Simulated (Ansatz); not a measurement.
**From the elastic tensor of SiC at 11 GPa (stress–strain coefficients) to moduli and sound speeds**

These are results of DFT PBE, scalar-relativistic, plane waves, PAW in Ansatz, not measurements. Settings: 420 eV plane-wave cutoff, Γ-centred 12×12×6 mesh, fixed occupations. No spin polarisation.

The structure is hexagonal, space group P6_3mc (No. 186). The conventional cell has a = 3.044 Å, b = 3.044 Å, c = 4.994 Å, α = 90.00°, β = 90.00°, γ = 120.00°. Si (site symmetry 3m) has 4 C at 1.86 to 1.88 Å as nearest neighbours. Around C (site symmetry 3m) lie 4 Si at 1.86 to 1.88 Å.

Relaxed-ion constants (GPa, on the Cartesian axes of the calculation):
```
549.3 140.9  81.0   0.0   0.0   0.0
140.9 549.3  81.0   0.0   0.0   0.0
 80.9  80.9 594.0   0.0   0.0   0.0
  0.0   0.0   0.0 154.8   0.0   0.0
  0.0   0.0   0.0   0.0 154.8   0.0
  0.0   0.0   0.0   0.0   0.0 204.2
```

Density 3.322 g/cm³; 4 atoms in 40.08 Å³.

The values that follow are for a polycrystal of randomly turned grains, by Hill's mean where one number stands.

```
Bulk modulus, Voigt / Reuss / Hill          : 255.4 / 255.3 / 255.4 GPa
Shear modulus, Voigt / Reuss / Hill         : 195.4 / 188.2 / 191.8 GPa
Young's modulus                             : 460 GPa
Poisson ratio                               : 0.200
Pugh ratio B/G                              : 1.33
Universal anisotropy index                  : 0.19
Longitudinal and transverse sound speeds    : 12404 and 7599 m/s
Debye temperature from the mean sound speed : 1158 K
```

Cost: 1 run of about 3.4 core-minutes, on Intel Xeon Platinum 8375C (Ice Lake) (shared hosts).

Under this compression, SiC remains a stiff, directionally bonded solid, and its elastic anisotropy lies almost entirely in shear. The Voigt and Reuss bulk moduli nearly coincide because the lattice is about equally compressible along and across the hexagonal axis, whereas the shear bounds separate visibly. The axial constant of 594.0 GPa exceeds the in-plane 549.3 GPa, as expected for a wurtzite network in which one bond of each tetrahedron points along the axis and takes up axial strain directly. Sliding the basal planes over one another meets only 154.8 GPa, against 204.2 GPa for shear within the plane, probably because it is accommodated more by bending bond angles and less by stretching bonds. Strong resistance to angular distortion also keeps the Poisson ratio low and the shear modulus high relative to the bulk modulus, which suggests brittle behaviour but does not determine fracture strength. The tensor satisfies the conditions for stability against small homogeneous strains; it does not establish that this polytype is the favoured one at this pressure.
